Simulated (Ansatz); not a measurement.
# Ni (fcc): the equilibrium volume

At what volume is Ni (fcc) free of pressure? Whether the element takes this structure at low temperature is a separate question.

Method: DFT LDA, scalar-relativistic, plane waves, PAW, in Ansatz 0.2.0.

## Step 1: The system as given

It takes space group Fm-3m (No. 225, cubic). Conventional cell: a = 3.520 Å, b = 3.520 Å, c = 3.520 Å, α = 90.00°, β = 90.00°, γ = 90.00°. Ni (site symmetry m-3m) has 12 Ni at 2.49 Å as nearest neighbours.

Coordinates:

```
Ni
1.0
     0.00000    1.76000    1.76000
     1.76000    0.00000    1.76000
     1.76000    1.76000    0.00000
Ni
1
Direct
  0.00000 0.00000 0.00000
```

The moments start at Ni 0.80 μB.

## Step 2: The first run

Input file input.yaml:

```yaml
crystal:
  lattice:
    - [0.0, 1.76, 1.76]
    - [1.76, 0.0, 1.76]
    - [1.76, 1.76, 0.0]
  atoms:
    - { symbol: Ni, position: [0.0, 0.0, 0.0], spin: 0.8 }
basis:
  ecutwfc: 420
  ecutrho_ratio: 4
kpoints:
  mp_grid: { grid: [20, 20, 20] }
hamiltonian:
  xc: lda
scf:
  occupations: { method: gaussian, width: 0.05 }
output:
  forces: true
  stress: true
  eigenvalues: true
  populations: true
magnetization:
  spin_polarized: true
```

Standard output, cut to the lines that bear on the results:

```text
Warning: RAYON_NUM_THREADS=4 ignored (pool sized by the plan → 4); use --threads N
[...]
Pseudopotentials: kind: paw
Pseudopotential: Ni, paw, valence charge 18, recommended cutoff 420 eV (normal), Ni.paw.azcp
Functional definition: SPW92
[...]
Crystal: 1 atoms, lattice volume = 10.904 Å³
Basis set: ecut = 420 eV, 181 PW (Γ)
Bands: 14, of which v1, the nominal top of the filled ones, is band 9 counted from 1 (8 counted from 0)
Symmetry: 48 space group operations
Space group: Fm-3m (ITA 225), of the structure as read, at distance tolerance 2.2e-5 Å
Magnetic group: BNS 225.116 (UNI 1618), of the structure as read, at distance tolerance 2.2e-5 Å
k-points: 256 of 8000
[...]
Starting moments: Σ|m| = 0.8 μB on 1 of 1 site
[...]
SCF iter   1: F=—  HF=-5772.713734 eV  |F-HF|=—  |Δ(HF+E_count)|=         —  Δρ=9.97e-2 (↑2.89e-2 ↓9.97e-2)  dr2=1.03e0  dr2_m=1.28e-1  M=0.877 μB ∫|m|=0.929 μB  β_m=0.30  ethr=3.10e-3  ⟨swp⟩=5.7  Hψ=37769  notcnv=0
[...]
SCF iter  11: F=-5773.327902 eV  HF=-5773.327902 eV  |F-HF|=4.36e-9  |Δ(HF+E_count)|=  5.79e-10  Δρ=6.60e-6 (↑2.89e-6 ↓6.60e-6)  dr2=5.45e-9  dr2_m=5.31e-10  M=0.629 μB ∫|m|=0.696 μB  ethr=2.46e-11  ⟨swp⟩=4.2  Hψ=25338  notcnv=0
[...]
SCF converged after 11 iterations
Magnetization: 0.6285 μB (9.3143 up, 8.6857 down)
Absolute magnetization: 0.6964 μB (∫|ρ↑−ρ↓|, with the PAW one-centre terms)
Spin contamination: 0.0047 ħ² per cell (⟨S²⟩ above its minimum at these occupations)
Per-site moments (μB) at R_I (Å): [(0.6579545281547023, 1.026719046282867)]
Free energy (F): -5773.327902 eV
[...]
E sigma→0 (E₀):  -5773.326745 eV
Entropy (-TS):   -0.002314 eV (-2.314 meV/atom)
Fermi energy:    17.668231 eV
[...]
--- Forces (eV/Å), atoms counted from 1 ---
  atom   1  Ni    -0.00000000    -0.00000000    -0.00000000
[...]
--- Stress (GPa, compression-positive) ---
      -17.394136       0.000000      -0.000000
       -0.000000     -17.394136       0.000000
        0.000000      -0.000000     -17.394136
  P = ⅓ Tr σ = -17.3941 GPa (-173.941 kbar)
--- Band table (eV; the first three rows and the last of 512) ---
  k-point 0 ↑: bands = ["-85.1358", "-45.8154", "-45.8154", "-45.8154", "8.5615", "15.2531", "15.2531", "15.2531", "16.4155", "16.4155", "41.2136", "45.0372", "45.0372", "45.0372"]
[...]
--- Löwdin populations: 1 site ---
  site symbol       q [e]    m [muB]
     0     Ni     17.7818     0.6534
  spilling = 0.012125 (of n_electrons = 18.000000)
```

Run time: 1.5 s. Hardware: 4 threads of an x86-64 CPU, shared host; peak memory 0.4 GiB.

This gives: volume 10.904 Å³/atom, pressure -17.39 GPa, no gap, moments in the atoms' spheres Ni 0.66 μB.

## Step 3: Stepping to 9.813 Å³/atom

Edit input.yaml of step 2 so:

```diff
@@ -2,7 +2,7 @@
   lattice:
-    - [0.0, 1.76, 1.76]
-    - [1.76, 0.0, 1.76]
-    - [1.76, 1.76, 0.0]
+    - [0.0, 1.6992613169, 1.6992613169]
+    - [1.6992613169, 0.0, 1.6992613169]
+    - [1.6992613169, 1.6992613169, 0.0]
   atoms:
-    - { symbol: Ni, position: [0.0, 0.0, 0.0], spin: 0.8 }
+    - { symbol: Ni, position: [0.0, 0.0, 0.0], spin: 0.72 }
 basis:
```

Standard output, cut to the lines that bear on the results:

```text
Warning: RAYON_NUM_THREADS=4 ignored (pool sized by the plan → 4); use --threads N
[...]
Pseudopotentials: kind: paw
Pseudopotential: Ni, paw, valence charge 18, recommended cutoff 420 eV (normal), Ni.paw.azcp
Functional definition: SPW92
[...]
Crystal: 1 atoms, lattice volume = 9.813 Å³
Basis set: ecut = 420 eV, 181 PW (Γ)
Bands: 14, of which v1, the nominal top of the filled ones, is band 9 counted from 1 (8 counted from 0)
Symmetry: 48 space group operations
Space group: Fm-3m (ITA 225), of the structure as read, at distance tolerance 2.1e-5 Å
Magnetic group: BNS 225.116 (UNI 1618), of the structure as read, at distance tolerance 2.1e-5 Å
k-points: 256 of 8000
[...]
Starting moments: Σ|m| = 0.72 μB on 1 of 1 site
[...]
Absolute magnetization: 0.6675 μB (∫|ρ↑−ρ↓|, with the PAW one-centre terms)
Spin contamination: 0.0037 ħ² per cell (⟨S²⟩ above its minimum at these occupations)
Per-site moments (μB) at R_I (Å): [(0.6347614927708317, 0.9912863401550775)]
Free energy (F): -5773.375198 eV
[...]
E sigma→0 (E₀):  -5773.374273 eV
Entropy (-TS):   -0.001851 eV (-1.851 meV/atom)
Fermi energy:    20.197229 eV
[...]
--- Forces (eV/Å), atoms counted from 1 ---
  atom   1  Ni    -0.00000000    -0.00000000    -0.00000000
[...]
--- Stress (GPa, compression-positive) ---
        5.985217      -0.000000      -0.000000
        0.000000       5.985217       0.000000
        0.000000      -0.000000       5.985217
  P = ⅓ Tr σ = 5.9852 GPa (59.852 kbar)
--- Band table (eV; the first three rows and the last of 512) ---
  k-point 0 ↑: bands = ["-82.7935", "-43.4165", "-43.4165", "-43.4165", "10.3332", "17.4994", "17.4994", "17.4994", "18.8507", "18.8507", "44.5838", "49.2464", "49.2464", "49.2464"]
[...]
--- Löwdin populations: 1 site ---
  site symbol       q [e]    m [muB]
     0     Ni     17.7832     0.6307
  spilling = 0.012045 (of n_electrons = 18.000000)
```

Run time: 1.4 s. Hardware: 4 threads of an x86-64 CPU, shared host; peak memory 0.39 GiB.

In short: volume 9.813 Å³/atom, pressure 5.99 GPa, metallic, moments in the atoms' spheres Ni 0.63 μB.

## Step 4: Next volume: 10.037 Å³/atom

Input file input.yaml:

```yaml
crystal:
  lattice:
    - [0.0, 1.7121051126, 1.7121051126]
    - [1.7121051126, 0.0, 1.7121051126]
    - [1.7121051126, 1.7121051126, 0.0]
  atoms:
    - { symbol: Ni, position: [0.0, 0.0, 0.0], spin: 0.7 }
basis:
  ecutwfc: 420
  ecutrho_ratio: 4
kpoints:
  mp_grid: { grid: [20, 20, 20] }
hamiltonian:
  xc: lda
scf:
  occupations: { method: gaussian, width: 0.05 }
output:
  forces: true
  stress: true
  eigenvalues: true
  populations: true
magnetization:
  spin_polarized: true
```

Standard output, cut to the lines that bear on the results:

```text
Warning: RAYON_NUM_THREADS=4 ignored (pool sized by the plan → 4); use --threads N
[...]
Pseudopotentials: kind: paw
Pseudopotential: Ni, paw, valence charge 18, recommended cutoff 420 eV (normal), Ni.paw.azcp
Functional definition: SPW92
[...]
Crystal: 1 atoms, lattice volume = 10.037 Å³
Basis set: ecut = 420 eV, 181 PW (Γ)
Bands: 14, of which v1, the nominal top of the filled ones, is band 9 counted from 1 (8 counted from 0)
Symmetry: 48 space group operations
Space group: Fm-3m (ITA 225), of the structure as read, at distance tolerance 2.2e-5 Å
Magnetic group: BNS 225.116 (UNI 1618), of the structure as read, at distance tolerance 2.2e-5 Å
k-points: 256 of 8000
[...]
Starting moments: Σ|m| = 0.7 μB on 1 of 1 site
[...]
Absolute magnetization: 0.6723 μB (∫|ρ↑−ρ↓|, with the PAW one-centre terms)
Spin contamination: 0.0039 ħ² per cell (⟨S²⟩ above its minimum at these occupations)
Per-site moments (μB) at R_I (Å): [(0.6383168318992722, 0.9987789365594845)]
Free energy (F): -5773.379204 eV
[...]
E sigma→0 (E₀):  -5773.378222 eV
Entropy (-TS):   -0.001965 eV (-1.965 meV/atom)
Fermi energy:    19.632180 eV
[...]
--- Forces (eV/Å), atoms counted from 1 ---
  atom   1  Ni    -0.00000000     0.00000000     0.00000000
[...]
--- Stress (GPa, compression-positive) ---
       -0.113789       0.000000      -0.000000
       -0.000000      -0.113789       0.000000
        0.000000      -0.000000      -0.113789
  P = ⅓ Tr σ = -0.1138 GPa (-1.138 kbar)
--- Band table (eV; the first three rows and the last of 512) ---
  k-point 0 ↑: bands = ["-83.3145", "-43.9514", "-43.9514", "-43.9514", "9.9341", "16.9999", "16.9999", "16.9999", "18.3083", "18.3083", "43.8403", "48.3209", "48.3209", "48.3209"]
[...]
--- Löwdin populations: 1 site ---
  site symbol       q [e]    m [muB]
     0     Ni     17.7827     0.6341
  spilling = 0.012072 (of n_electrons = 18.000000)
```

Run time: 1.5 s. Hardware: 4 threads of an x86-64 CPU, shared host; peak memory 0.39 GiB.

Read off: volume 10.037 Å³/atom, pressure -0.11 GPa, no gap, moments in the atoms' spheres Ni 0.64 μB.

## Step 5: Pressure against volume so far

| step | level | mesh | relaxed | volume (Å³/atom) | pressure (GPa) |
| --- | --- | --- | --- | --- | --- |
| 2 | LDA | 20×20×20 | nothing | 10.904 | -17.39 |
| 3 | LDA | 20×20×20 | nothing | 9.813 | 5.99 |
| 4 | LDA | 20×20×20 | nothing | 10.037 | -0.11 |

The cell before and after:

| cell as typed | before | after | change |
| --- | --- | --- | --- |
| a (Å) | 2.489 | 2.421 | -2.7 % |
| b (Å) | 2.489 | 2.421 | -2.7 % |
| c (Å) | 2.489 | 2.421 | -2.7 % |
| volume (Å³/atom) | 10.904 | 10.037 | -7.9 % |
| shortest distance (Å) | 2.489 | 2.421 | -2.7 % |
| space group | Fm-3m | Fm-3m | same |

## Step 6: Summary of results

```
               quantity                                                                      value
                 volume                                                             10.037 Å³/atom
               pressure                                                                  -0.11 GPa
      conventional cell  a = 3.424 Å, b = 3.424 Å, c = 3.424 Å, α = 90.00°, β = 90.00°, γ = 90.00°
        gap on the mesh                                                               none (metal)
spin moments in spheres                                                                 Ni 0.64 μB
```

What this shows: From the first run shown, the volume went from 10.90 to 10.04 Å³/atom (-7.9 %) in 3 runs, where the pressure is zero within 0.11 GPa.
